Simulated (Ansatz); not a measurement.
A run of Ansatz 0.2.0:

The input input.yaml:

```yaml
crystal:
  lattice:
    - [-3.1284650614, 3.1284650614, 3.1284650614]
    - [3.1284650614, -3.1284650614, 3.1284650614]
    - [3.1284650614, 3.1284650614, -3.1284650614]
  atoms:
    - { symbol: Cs, position: [0.0, 0.0, 0.0] }
hamiltonian:
  xc: pbesol
  pseudopotentials: { kind: paw }
kpoints:
  mp_grid: { grid: [6, 6, 6] }
scf:
  occupations: { method: fermi_dirac, width: 0.05 }
output:
  forces: true
  stress: true
  eigenvalues: true
relax:
  f_tol: 0.01
  max_steps: 40
  cell: { stress_tol: 0.05 }
```

Potentials or basis: Ansatz PAW.

Command:

```bash
$ ansatz run input.yaml --threads 2 --pin off --max-ram 5632MiB --backend cpu --events-out ev --progress --plain --runs-dir out
```

Hardware: 2 threads of Arm Neoverse V1, on a shared host.

Problem. Estimate the wall time of this run.

Solution. Wall time 4.3 s on 2 threads of Arm Neoverse V1, with other jobs on the host, peak memory 0.35 GiB. Counts: scf iterations 23, plane waves 2123, k points 16, bands 9, ion steps 5.
